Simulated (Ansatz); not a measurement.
**RuS2 (fluorite): one cell under locks on the spin (series 3)**

Aim: hold or release the moments of RuS2 (fluorite) in several ways at one fixed cell, and compare the energies. Cell and atoms stay fixed. The start comes from a prototype table, not from a measured structure.

Computed with Ansatz 0.2.0 (DFT LDA+U (U = 3 eV, J = 0.9 eV on Ru d), plane waves, PAW, unless a step's input says otherwise).

**1. The starting structure**

It takes space group Fm-3m (No. 225, cubic). Conventional cell: a = 5.920 Å, b = 5.920 Å, c = 5.920 Å, α = 90.00°, β = 90.00°, γ = 90.00°. Around Ru (site symmetry m-3m) lie 8 S at 2.56 Å. S (site symmetry -43m) is surrounded by 4 Ru at 2.56 Å.

As a file:

```cif
data_structure
_symmetry_space_group_name_H-M 'P 1'
_symmetry_Int_Tables_number 1
_cell_length_a 4.1861
_cell_length_b 4.1861
_cell_length_c 4.1861
_cell_angle_alpha 60.000
_cell_angle_beta 60.000
_cell_angle_gamma 60.000
_cell_volume 51.87
loop_
_atom_site_label
_atom_site_type_symbol
_atom_site_fract_x
_atom_site_fract_y
_atom_site_fract_z
_atom_site_occupancy
Ru1 Ru 0.00000 0.00000 0.00000 1
S1 S 0.25000 0.25000 0.25000 1
S2 S 0.75000 0.75000 0.75000 1
```

The runs: total moment locked, 1.00 μB per cell; site moments held (series factor 0.6; the input gives the size); ferromagnetic start, free, default search.

An earlier series on this cell reached its lowest free state from «ferromagnetic start, free, natural orbitals of the symmetric run filled by rank», perhaps among other starts (it ended with site moments under 0.05 μB).

**2. Total moment locked, 1.00 μB per cell**

input.yaml

```yaml
crystal:
  lattice:
    - [0.0, 2.96, 2.96]
    - [2.96, 0.0, 2.96]
    - [2.96, 2.96, 0.0]
  atoms:
    - { symbol: Ru, position: [0.0, 0.0, 0.0], spin: 1.0 }
    - { symbol: S, position: [0.25, 0.25, 0.25] }
    - { symbol: S, position: [0.75, 0.75, 0.75] }
basis:
  ecutwfc: 420
  ecutrho_ratio: 4
kpoints:
  mp_grid: { grid: [6, 6, 6] }
hamiltonian:
  xc: lda
  hubbard: { sites: [{ site: 0, l: d, u: 3.0, j: 0.9 }] }
scf:
  occupations: { method: gaussian, width: 0.05 }
  lower_state_search: "off"
  max_iter: 150
output:
  forces: true
  stress: true
  eigenvalues: true
  populations: true
  hubbard: { sites: [{ site: 0, l: d }] }
magnetization:
  spin_polarized: true
  initial_magnetization: 1.0
  spin_locking: { lock_magnetization: hard }
```

The lock stays on to the end, so the result is a constrained state unless its moments die out.

On the command line:

```
$ ansatz run input.yaml --threads 2 --pin off --max-ram 3072MiB --backend cpu --events-out ev --progress --plain --runs-dir out
```

The log of the run, shortened:

```text
Warning: output.stress: scf.convergence.dr2_threshold = 1e-7 eV (the SCF's general default) is looser than the 3e-10 eV advised for a printed stress (1e-10 eV for each atom of the cell: 3). What an SCF threshold leaves in a stress goes as its square root, and in the free energy as the [...]
Warning: RAYON_NUM_THREADS=2 ignored (pool sized by the plan → 2); use --threads N
Ru: projections on atomic orbitals take those of the free atom [Ar 3d10] 4s2 4p6 4d7 5s1, of charge +0.00 (hamiltonian.pseudopotentials.projection_atoms); the dataset's partial waves leave at most 8.1e-6 of an orbital's norm unspanned inside its sphere
S: projections on atomic orbitals take those of the free atom [Ne] 3s2 3p4, of charge +0.00 (hamiltonian.pseudopotentials.projection_atoms); the dataset's partial waves leave at most 1.6e-7 of an orbital's norm unspanned inside its sphere
[...]
Pseudopotentials: kind: paw
Pseudopotential: Ru, paw, valence charge 16, recommended cutoff 420 eV (normal), Ru.paw.azcp
Pseudopotential: S, paw, valence charge 6, recommended cutoff 420 eV (normal), S.paw.azcp
Functional definition: SPW92
[...]
Crystal: 3 atoms, lattice volume = 51.869 Å³
Basis set: ecut = 420 eV, 965 PW (Γ)
Bands: 19, of which v1, the nominal top of the filled ones, is band 14 counted from 1 (13 counted from 0)
Symmetry: 48 space group operations
Space group: Fm-3m (ITA 225), of the structure as read, at distance tolerance 3.7e-5 Å
Magnetic group: BNS 225.116 (UNI 1618), of the structure as read, at distance tolerance 3.7e-5 Å
k-points: 16 of 216
[...]
Starting moments: Σ|m| = 1 μB on 1 of 3 sites
[...]
Free energy (F): -7495.635127 eV
[...]
E sigma→0 (E₀):  -7495.634675 eV
Entropy (-TS):   -0.000903 eV (-0.301 meV/atom)
Fermi energy:    10.823939 (↑ 11.510124, ↓ 10.137753) eV
[...]
--- DFT+U+J on-site energies (Liechtenstein; fll double counting; per corrected site; eV) ---
  site 0 (l=d): U=3.0000  J=0.9000  Tr N=7.2000  E_int=60.120801  E_dc=58.430934  E_U=1.689867
--- Forces (eV/Å), atoms counted from 1 ---
  atom   1  Ru    -0.00000000    -0.00000000    -0.00000000
  atom   2  S     -0.00000000     0.00000000    -0.00000000
  atom   3  S     -0.00000000    -0.00000000    -0.00000000
[...]
--- Stress (GPa, compression-positive) ---
      -17.208096       0.000000      -0.000000
        0.000000     -17.208096      -0.000000
        0.000000      -0.000000     -17.208096
  P = ⅓ Tr σ = -17.2081 GPa (-172.081 kbar)
--- Band table (eV; the first three rows and the last of 32) ---
  k-point 0 ↑: bands = ["-61.5406", "-31.6064", "-31.6064", "-31.6064", "-4.3621", "-0.0129", "4.7528", "4.7528", "4.7528", "8.3398", "8.3398", "10.2198", "10.2198", "10.2198", "12.8377", "12.8377", "12.8377", "15.6239", "15.6239"]
[...]
Occupation matrices written to <dir>
--- Löwdin populations: 3 sites ---
  site symbol       q [e]    m [muB]
     0     Ru     15.7565     0.6833
     1      S      6.0194     0.1523
     2      S      6.0194     0.1523
  spilling = 0.007314 (of n_electrons = 28.000000)
--- Occupation matrices: 1 shell (run DFT+U table (all-electron-ortho-atomic); ε = 6.51e-4) ---
  Ru0 d_4D: site group Oh (m-3m)
  Ru0 d_4D up     Tr n = 3.9424  λ = 0.680 0.680 0.680 0.952 0.952  [3× xz 0.33 (T2g 1.00) T2g(1.00) | 2× z2 0.50 (Eg 1.00) Eg(1.00)]
  Ru0 d_4D dn     Tr n = 3.2577  λ = 0.467 0.467 0.467 0.928 0.928  [3× xz 0.33 (T2g 1.00) T2g(1.00) | 2× z2 0.50 (Eg 1.00) Eg(1.00)]
  Tr n, λ and their labels are of the run-group-symmetrised matrices; stabiliser: 48 of 96 elements of G0×{1,Θ} (closed), max defect 2.8e-15 at τ = 1.4e-4
```

It took 3.1 s on 2 threads of Arm Neoverse N1, shared host; peak memory 0.32 GiB.

Result: no gap, pressure -17.2 GPa, moments in spheres Ru 0.63; S 0.11 μB, largest force component 0.00 eV/Å, 48 symmetry operations imposed.

The shells' filling, with natural orbitals sorted by occupation:

| shell | channel | electrons | over 0.8 | 0.2 to 0.8 | under 0.2 |
| --- | --- | --- | --- | --- | --- |
| Ru 4d (atom 1) | up | 3.94 | 2 | 3 | 0 |
| Ru 4d (atom 1) | down | 3.26 | 2 | 3 | 0 |

**3. Site moments held (series factor 0.6; the input gives the size)**

Edit input.yaml of step 2 so:

```diff
@@ -6,3 +6,3 @@
   atoms:
-    - { symbol: Ru, position: [0.0, 0.0, 0.0], spin: 1.0 }
+    - { symbol: Ru, position: [0.0, 0.0, 0.0], spin: 2.4 }
     - { symbol: S, position: [0.25, 0.25, 0.25] }
@@ -29,3 +29,2 @@
   spin_polarized: true
-  initial_magnetization: 1.0
-  spin_locking: { lock_magnetization: hard }
+  spin_locking: { lock_spins: true }
```

The lock stays on to the end, so the result is a constrained state unless its moments die out.

On the command line:

```
$ ansatz run input.yaml --threads 2 --pin off --max-ram 3072MiB --backend cpu --events-out ev --progress --plain --runs-dir out
```

The log of the run:

```text
Warning: output.stress: scf.convergence.dr2_threshold = 1e-7 eV (the SCF's general default) is looser than the 3e-10 eV advised for a printed stress (1e-10 eV for each atom of the cell: 3). What an SCF threshold leaves in a stress goes as its square root, and in the free energy as the threshold itself, and one threshold admits the most on a small cell: of the crystals measured, under no hybrid functional and no lock of the moments, on runs that ended without the residual-converged pass, on stresses that held no estimate of that error, the worst erred by over 100 MPa in a component at 1e-7 eV an atom and by under 5 at 1e-10. Set scf.convergence.dr2_threshold to 3e-10 eV or tighter. The threshold is an SCF's pass mark: one that does not reach it within its budget of iterations ends unconverged, or closes short of it on a stop that the run arms, and scf.convergence.dr2_threshold's page says what that costs each kind of run
Warning: output.stress: the lock of the moments that magnetization.spin_locking holds to the close lets an SCF meet its threshold on dr2 anywhere within the lock's freeze window, and the stress can move with the moments there: no threshold on dr2 bounds that. The window is the square root of the freeze energy over magnetization.spin_locking.lambda. Set magnetization.spin_locking.freeze_energy_tol to 1e-7 of magnetization.spin_locking.lambda or tighter (1e-7 eV at magnetization.spin_locking.lambda's default), and hold the SCF's own gates tight with it: the threshold on dr2 and, on a non-collinear run, whose gate on the magnetisation can be let go, scf.convergence.magnetization_residual_energy_tol, under 2e-7 eV over the cell's volume in cubic angstroms (a run under these bars is not thereby shown to hold its stress)
Warning: RAYON_NUM_THREADS=2 ignored (pool sized by the plan → 2); use --threads N
Ru: projections on atomic orbitals take those of the free atom [Ar 3d10] 4s2 4p6 4d7 5s1, of charge +0.00 (hamiltonian.pseudopotentials.projection_atoms); the dataset's partial waves leave at most 8.1e-6 of an orbital's norm unspanned inside its sphere
S: projections on atomic orbitals take those of the free atom [Ne] 3s2 3p4, of charge +0.00 (hamiltonian.pseudopotentials.projection_atoms); the dataset's partial waves leave at most 1.6e-7 of an orbital's norm unspanned inside its sphere
Engine: ansatz 0.2.0, aarch64-unknown-linux-gnu
[... 4 set-up lines as earlier in the session ...]
  exchange = slater_x
  correlation = pw_c
Crystal: 3 atoms, lattice volume = 51.869 Å³
Basis set: ecut = 420 eV, 965 PW (Γ)
Bands: 20, of which v1, the nominal top of the filled ones, is band 14 counted from 1 (13 counted from 0)
[... 2 set-up lines as earlier in the session ...]
Magnetic group: BNS 225.116 (UNI 1618), of the structure as read, at distance tolerance 3.7e-5 Å
k-points: 16 of 216
Non-local potential: Ru, projectors of the file, l = 0: 3, l = 1: 2, l = 2: 2, l = 3: 1
Non-local potential: S, projectors of the file, l = 0: 2, l = 1: 2, l = 2: 2
PAW form: soft (Blöchl's): semilocal exchange-correlation on the pseudo side does not see the compensation charge
PAW frozen core: Ru, regenerated for the run's functional, and the local potential with it (the file was generated under x = pbe(κ = 0.804, μ = 0.2195149727645171), c = pbe(β = 0.06672455060314922))
PAW frozen core: S, regenerated for the run's functional, and the local potential with it (the file was generated under x = pbe(κ = 0.804, μ = 0.2195149727645171), c = pbe(β = 0.06672455060314922))
PAW one-centre angular grid: Ru, 590 points (default); XC on 64 Gauss nodes
PAW one-centre angular grid: S, 110 points (default); XC on 64 Gauss nodes
Initial density: superposition of atomic densities (chi_scale 0.1, normalization cell)
Starting moments: Σ|m| = 2.4 μB on 1 of 3 sites
Initial wavefunctions: pseudopotential atomic-orbital guess
Functional: x = slater, c = lda
SCF iter   1: F=-7489.828192 eV  HF=-7495.282474 eV  |F-HF|=5.45e0  |Δ(HF+E_count)|=         —  Δρ=5.64e-2 (↑5.64e-2 ↓4.21e-2)  dr2=6.39e0  dr2_m=2.25e-1  M=1.991 μB ∫|m|=2.555 μB  β_m=0.30  ethr=3.10e-3  ⟨swp⟩=5.4  Hψ=3211  notcnv=0
preconditioner: auto → Kerker (q_TF=auto, 2.462 Å⁻¹)  [metal: Δε(μ)=0.018 eV  Ē_g=9.935 eV  σ=0.050 eV  W_gap=0.20  n_scr=14 (ndim 8)  ℏωp=23.1 eV  f_vac=0.005  D(μ)=3.46/eV (n_scr^D=26)]
spin=Collinear: Kerker preconditioning applied to the charge; magnetization (m = ρ↑ − ρ↓) channel mixes plain (no charge-response kernel on spin).
SCF iter   2: F=-7494.659802 eV  HF=-7494.555708 eV  |F-HF|=1.04e-1  |Δ(HF+E_count)|=   7.27e-1  Δρ=3.01e-2 (↑3.01e-2 ↓2.86e-2)  dr2=2.63e-1  dr2_m=2.75e-1  M=1.252 μB ∫|m|=2.292 μB  β_m=0.34  ethr=3.10e-3  ⟨swp⟩=2.5  Hψ=1316  notcnv=0  defer=50
SCF iter   3: F=-7494.787485 eV  HF=-7494.719719 eV  |F-HF|=6.78e-2  |Δ(HF+E_count)|=   1.64e-1  Δρ=1.90e-2 (↑1.50e-2 ↓1.90e-2)  dr2=9.46e-2  dr2_m=8.26e-2  M=1.239 μB ∫|m|=2.489 μB  β_m=0.56  ethr=9.38e-4  ⟨swp⟩=2.0  Hψ=922  notcnv=0  defer=49
SCF iter   4: F=-7494.885129 eV  HF=-7494.878425 eV  |F-HF|=6.70e-3  |Δ(HF+E_count)|=   1.59e-1  Δρ=8.17e-3 (↑4.62e-3 ↓8.17e-3)  dr2=2.61e-2  dr2_m=1.19e-2  M=1.090 μB ∫|m|=2.633 μB  β_m=0.68  ethr=3.38e-4  ⟨swp⟩=2.6  Hψ=1038  notcnv=0  defer=51
SCF iter   5: F=-7494.953721 eV  HF=-7494.952991 eV  |F-HF|=7.30e-4  |Δ(HF+E_count)|=   7.46e-2  Δρ=2.72e-3 (↑1.23e-3 ↓2.72e-3)  dr2=3.84e-3  dr2_m=1.26e-3  M=0.998 μB ∫|m|=2.748 μB  β_m=0.84  ethr=9.32e-5  ⟨swp⟩=1.8  Hψ=937  notcnv=0  defer=51
SCF iter   6: F=-7494.977017 eV  HF=-7494.977588 eV  |F-HF|=5.71e-4  |Δ(HF+E_count)|=   2.46e-2  Δρ=1.22e-3 (↑7.26e-4 ↓1.22e-3)  dr2=1.14e-3  dr2_m=2.81e-4  M=0.966 μB ∫|m|=2.814 μB  β_m=0.86  ethr=1.37e-5  ⟨swp⟩=2.0  Hψ=992  notcnv=0  defer=51
SCF iter   7: F=-7494.968111 eV  HF=-7494.968151 eV  |F-HF|=4.02e-5  |Δ(HF+E_count)|=   9.44e-3  Δρ=3.27e-4 (↑2.44e-4 ↓3.27e-4)  dr2=1.13e-4  dr2_m=2.06e-5  M=0.967 μB ∫|m|=2.797 μB  β_m=0.93  ethr=4.07e-6  ⟨swp⟩=1.6  Hψ=744  notcnv=0  defer=51
SCF iter   8: F=-7494.965438 eV  HF=-7494.965436 eV  |F-HF|=1.46e-6  |Δ(HF+E_count)|=   2.71e-3  Δρ=6.37e-5 (↑4.97e-5 ↓6.37e-5)  dr2=3.56e-6  dr2_m=8.82e-7  M=0.968 μB ∫|m|=2.791 μB  β_m=0.96  ethr=4.05e-7  ⟨swp⟩=1.6  Hψ=711  notcnv=0  defer=51
SCF iter   9: F=-7494.964797 eV  HF=-7494.964797 eV  |F-HF|=2.31e-8  |Δ(HF+E_count)|=   6.39e-4  Δρ=1.36e-5 (↑7.02e-6 ↓1.36e-5)  dr2=1.33e-7  dr2_m=3.26e-8  M=0.969 μB ∫|m|=2.790 μB  β_m=0.98  ethr=1.27e-8  ⟨swp⟩=2.3  Hψ=960  notcnv=0  defer=51
SCF iter  10: F=-7494.964636 eV  HF=-7494.964636 eV  |F-HF|=1.69e-8  |Δ(HF+E_count)|=   1.61e-4  Δρ=4.57e-6 (↑2.89e-6 ↓4.57e-6)  dr2=2.63e-8  dr2_m=3.11e-9  M=0.969 μB ∫|m|=2.790 μB  β_m=0.96  ethr=3.57e-10  ⟨swp⟩=9.1  Hψ=2754  notcnv=0
[... 1 line left out ...]
Constraint outer step 1 at iter 11: max|Δm| = 6.48e-1 μB  λ_eff = 1.000 eV/μB²  [c0 t0: gradient δμ = -1.297e0 eV/μB]
[... 9 lines left out ...]
Constraint outer step 2 at iter 19: max|Δm| = 2.22e-1 μB  λ_eff = 1.000 eV/μB²  [c0 t0: secant δμ = -6.770e-1 eV/μB]
[... 6 lines left out ...]
Constraint outer step 3 at iter 24: max|Δm| = 8.06e-2 μB  λ_eff = 1.000 eV/μB²  [c0 t0: secant δμ = +1.800e-1 eV/μB]
[... 5 lines left out ...]
SCF iter  29: F=-7493.961049 eV  HF=-7493.961047 eV  |F-HF|=2.12e-6  |Δ(HF+E_count)|=   1.30e-2  Δρ=1.35e-4 (↑8.33e-5 ↓1.35e-4)  dr2=4.23e-6  dr2_m=4.56e-6  M=1.746 μB ∫|m|=3.405 μB  β_m=0.92  ethr=3.65e-7  ⟨swp⟩=2.5  Hψ=986  notcnv=0  defer=40
SCF iter  30: F=-7493.964302 eV  HF=-7493.964302 eV  |F-HF|=2.87e-7  |Δ(HF+E_count)|=   3.26e-3  Δρ=2.13e-5 (↑1.25e-5 ↓2.13e-5)  dr2=4.96e-7  dr2_m=7.54e-8  M=1.745 μB ∫|m|=3.409 μB  ethr=1.51e-8  ⟨swp⟩=2.1  Hψ=1008  notcnv=0  defer=40
Constraint outer step 4 at iter 30: max|Δm| = 1.39e-2 μB  λ_eff = 1.000 eV/μB²  [c0 t0: secant δμ = -2.645e-2 eV/μB]
Mixer restart at iter 30: flushing history
SCF iter  31: F=-7493.964803 eV  HF=-7493.964836 eV  |F-HF|=3.35e-5  |Δ(HF+E_count)|=         —  Δρ=1.89e-3 (↑1.30e-3 ↓1.89e-3)  dr2=1.08e-3  dr2_m=1.02e-3  M=1.806 μB ∫|m|=3.438 μB  β_m=0.92  ethr=1.77e-9  ⟨swp⟩=3.7  Hψ=1442  notcnv=0  defer=40
SCF iter  32: F=-7493.896690 eV  HF=-7493.898873 eV  |F-HF|=2.18e-3  |Δ(HF+E_count)|=   6.60e-2  Δρ=3.57e-3 (↑1.95e-3 ↓3.57e-3)  dr2=5.34e-3  dr2_m=3.11e-3  M=1.701 μB ∫|m|=3.372 μB  β_m=0.62  ethr=3.87e-6  ⟨swp⟩=2.1  Hψ=964  notcnv=0  defer=40  recentre
SCF iter  33: F=-7493.939673 eV  HF=-7493.939675 eV  |F-HF|=2.16e-6  |Δ(HF+E_count)|=   4.08e-2  Δρ=1.73e-4 (↑8.97e-5 ↓1.73e-4)  dr2=1.53e-5  dr2_m=4.95e-6  M=1.773 μB ∫|m|=3.415 μB  β_m=0.68  ethr=3.87e-6  ⟨swp⟩=1.6  Hψ=769  notcnv=0  defer=40
SCF iter  34: F=-7493.939114 eV  HF=-7493.939111 eV  |F-HF|=2.78e-6  |Δ(HF+E_count)|=   5.64e-4  Δρ=1.34e-4 (↑8.66e-5 ↓1.34e-4)  dr2=4.85e-6  dr2_m=4.00e-6  M=1.774 μB ∫|m|=3.414 μB  β_m=0.84  ethr=5.48e-8  ⟨swp⟩=1.7  Hψ=813  notcnv=0  defer=40
SCF iter  35: F=-7493.936326 eV  HF=-7493.936326 eV  |F-HF|=4.43e-8  |Δ(HF+E_count)|=   2.78e-3  Δρ=2.83e-5 (↑2.02e-5 ↓2.83e-5)  dr2=2.47e-7  dr2_m=2.28e-7  M=1.777 μB ∫|m|=3.412 μB  β_m=0.92  ethr=1.73e-8  ⟨swp⟩=2.4  Hψ=988  notcnv=0  defer=40
SCF iter  36: F=-7493.935774 eV  HF=-7493.935774 eV  |F-HF|=2.72e-9  |Δ(HF+E_count)|=   5.52e-4  Δρ=2.63e-6 (↑2.38e-6 ↓2.63e-6)  dr2=1.93e-9  dr2_m=2.19e-9  M=1.777 μB ∫|m|=3.411 μB  β_m=0.96  ethr=3.57e-10  ⟨swp⟩=6.4  Hψ=2719  notcnv=0
SCF iter  37: F=-7493.935685 eV  HF=-7493.935685 eV  |F-HF|=1.82e-11  |Δ(HF+E_count)|=   8.92e-5  Δρ=2.70e-7 (↑2.68e-7 ↓2.70e-7)  dr2=9.20e-11  dr2_m=7.01e-12  M=1.777 μB ∫|m|=3.411 μB  ethr=6.90e-12  ⟨swp⟩=2.0  Hψ=1821  notcnv=0
SCF 1 converged in 37 iterations: F = -7493.935685 eV  dr2 = 9.20e-11
this state was not tested for a lower state beside it, because a magnetisation constraint still acts at the end of the SCF (magnetization_constraint; see scf.lower_state_search)
SCF converged after 37 iterations
Magnetization: 1.7769 μB (14.8885 up, 13.1115 down)
Absolute magnetization: 3.4099 μB (∫|ρ↑−ρ↓|, with the PAW one-centre terms)
Spin contamination: 0.6457 ħ² per cell (⟨S²⟩ above its minimum at these occupations)
Per-site moments (μB) at R_I (Å): [(2.4018530232706703, 1.0574170180207996), (-0.33022458569859703, 1.0574170180207996), (-0.33022458569859714, 1.0574170180207996)]
--- Magnetisation constraints (ε_frz = 1.0e-4 eV) ---
  site  kind      target   achieved (μB)  |Δ|max (μB)  g (eV/μB)  λ_eff  esc  ok   flags
  0     per_site  +2.4000  +2.4019        1.85e-3      -1.82e0    1.000  0    yes
Free energy (F): -7493.935685 eV
Harris-Foulkes:  -7493.935685 eV  (|F-HF|=1.82e-11)
Internal energy: -7493.927951 eV  (E = F + TS)
E sigma→0 (E₀):  -7493.931818 eV
Entropy (-TS):   -0.007734 eV (-2.578 meV/atom)
Fermi energy:    11.370348 eV
--- Per-component energies (eV) ---
  E_band       = -206.782896
  E_kinetic    = 724.761817
  E_local      = -2264.126835  (includes V_loc(G=0)·N_el)
  E_nonlocal   = 413.849290
  E_hartree    = 788.208711
  E_xc         = -379.447761
  E_vxc        = -411.018371  (∫ρ·V_xc dr)
  E_hubbard    = 1.536876  (on-site DFT+U / exact-exchange correction)
  E_vhub       = -4.112940  (the Hubbard potential's part of the band-sum identity)
  E_paw        = -4480.705251  (= ΣΔE_a)
  E_vpaw       = -238.189782  (= ΣTr[D̂ρ^β])
  E_aug_tail   = -0.000231  (compensation charges beyond the density's cutoff)
  E_constr_dc  = -4.363123  (∫m·b dr)
  E_ewald      = -2298.882653
  E_core_change = 0.878080  (= ΣΔE_core)
  E_smearing   = -0.007734  (= −TS)
  E_closure    = 0.000006  (closes the sum)
  E_penalty    = -0.003375  (constraint; not in F)
  Σ components = -7493.935685   (vs F -7493.935685, Δ=0.00e0)
--- DFT+U+J on-site energies (Liechtenstein; fll double counting; per corrected site; eV) ---
  site 0 (l=d): U=3.0000  J=0.9000  Tr N=6.8445  E_int=52.717542  E_dc=51.180666  E_U=1.536876
--- Forces (eV/Å), atoms counted from 1 ---
  atom   1  Ru    -0.00000000     0.00000000     0.00000000
  atom   2  S      0.00000000     0.00000000     0.00000000
  atom   3  S      0.00000000     0.00000000     0.00000000
  max |Σ_I F_I| component: 1.02e-16 eV/Å
--- Stress (GPa, compression-positive) ---
       -2.807313       0.000000      -0.000000
        0.000000      -2.807313       0.000000
       -0.000000       0.000000      -2.807313
  P = ⅓ Tr σ = -2.8073 GPa (-28.073 kbar)
--- Band table (eV; the first three rows and the last of 32) ---
  k-point 0 ↑: bands = ["-64.5100", "-34.5668", "-34.5668", "-34.5668", "-4.0436", "0.5399", "3.6104", "3.6104", "3.6104", "5.9192", "5.9192", "10.5834", "10.5834", "10.5834", "11.3218", "11.3218", "11.3218", "15.4485", "15.4485", "15.4485"]
  k-point 1 ↑: bands = ["-64.5100", "-34.5686", "-34.5671", "-34.5671", "-3.7824", "-0.1399", "3.7629", "3.7629", "4.6000", "5.8481", "5.8481", "9.0248", "9.9873", "9.9873", "10.9218", "11.3711", "11.3711", "16.0027", "16.2559", "16.2559"]
  k-point 2 ↑: bands = ["-64.5100", "-34.5722", "-34.5676", "-34.5676", "-3.1019", "-1.1570", "4.0610", "4.0610", "5.8726", "5.8726", "6.0746", "7.3814", "8.7969", "8.7969", "9.8007", "11.4915", "11.4915", "16.8599", "18.1095", "18.1095"]
  k-point 15 ↓: bands = ["-59.0798", "-29.1506", "-29.1465", "-29.1445", "-2.2525", "-1.7624", "4.2725", "5.2612", "6.7488", "8.4129", "9.3353", "11.1151", "11.5244", "11.6086", "13.2364", "13.6668", "14.7536", "16.7985", "18.7755", "19.3804"]
Occupation matrices written to <dir>
--- Löwdin populations: 3 sites ---
  site symbol       q [e]    m [muB]
     0     Ru     15.4245     2.4963
     1      S      6.1726    -0.3595
     2      S      6.1726    -0.3595
  spilling = 0.008223 (of n_electrons = 28.000000)
--- Occupation matrices: 1 shell (run DFT+U table (all-electron-ortho-atomic); ε = 1.31e-4) ---
  Ru0 d_4D: site group Oh (m-3m)
  Ru0 d_4D up     Tr n = 4.6525  λ = 0.895 0.895 0.895 0.984 0.984  [3× xz 0.33 (T2g 1.00) T2g(1.00) | 2× z2 0.50 (Eg 1.00) Eg(1.00)]
  Ru0 d_4D dn     Tr n = 2.1919  λ = 0.341 0.341 0.341 0.584 0.584  [3× xz 0.33 (T2g 1.00) T2g(1.00) | 2× z2 0.50 (Eg 1.00) Eg(1.00)]
  Tr n, λ and their labels are of the run-group-symmetrised matrices; stabiliser: 48 of 96 elements of G0×{1,Θ} (closed), max defect 2.7e-15 at τ = 2.8e-5
```

Run time: 7 s. Hardware: 2 threads of Arm Neoverse N1, shared host; peak memory 0.32 GiB.

Result: no gap, pressure -2.8 GPa, moments in spheres Ru 2.40; S -0.33 μB, largest force component 0.00 eV/Å, 48 symmetry operations imposed.

How the shells are filled (orbitals counted by the eigenvalues of the occupation matrices):

| shell | channel | electrons | over 0.8 | 0.2 to 0.8 | under 0.2 |
| --- | --- | --- | --- | --- | --- |
| Ru 4d (atom 1) | up | 4.65 | 5 | 0 | 0 |
| Ru 4d (atom 1) | down | 2.19 | 0 | 5 | 0 |

(Part 1 of 2 ends here.)
